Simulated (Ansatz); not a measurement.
# Si under changes of volume

One of the cells (13.979 Å³/atom); the others are scaled copies at fixed shape and fractional positions:

```
Si
1.0
    -1.62691    1.62691    1.32033
     1.62691   -1.62691    1.32033
     1.62691    1.62691   -1.32033
Si
1
Direct
  0.00000 0.00000 0.00000
```

This isn't the form of Si at room conditions, which is diamond.

```yaml
Program: Ansatz 0.2.0
Functional: PBE0
Potentials_or_basis: Ansatz PAW
Cutoff: "420 eV (not typed: the program's choice for these potentials)"
k_mesh: 6 × 6 × 6
Occupations: fermi-dirac, width 0.05 eV
Spin: no spin polarisation
```

```tsv
volume (Å³/atom)	energy over the lowest point (meV/atom)	pressure (GPa)
13.140	17.88	7.8
13.420	7.01	4.7
13.699	1.23	2.0
13.979	0.00	-0.5
14.258	2.76	-2.6
14.538	?	?
14.818	18.43	-6.2
```

**Question.** What does the run at 14.538 Å³/atom give?

**Answer.** Energy over the lowest point 9.06 meV/atom; pressure -4.5 GPa.

Worked out: A Birch-Murnaghan fit of order 3 (a polynomial in V^(-2/3)) to the other rows has its minimum at 13.92 Å³/atom with B0 = V·E''(V) = 117 GPa and B' = 5.2 at fixed shape and positions, which overstates the stiffness. It gives 9.03 meV/atom at 14.538 Å³/atom, against the run's 9.06, and -dE/dV = -4.5 GPa, against -4.5.

Energies are extrapolated to zero smearing.

Caveats: all runs use coarse meshes; the PAW data sets come from PBE, with cores solved anew for the run's functional, which leaves a small shift of forces and pressure; the thresholds are loose for stress.
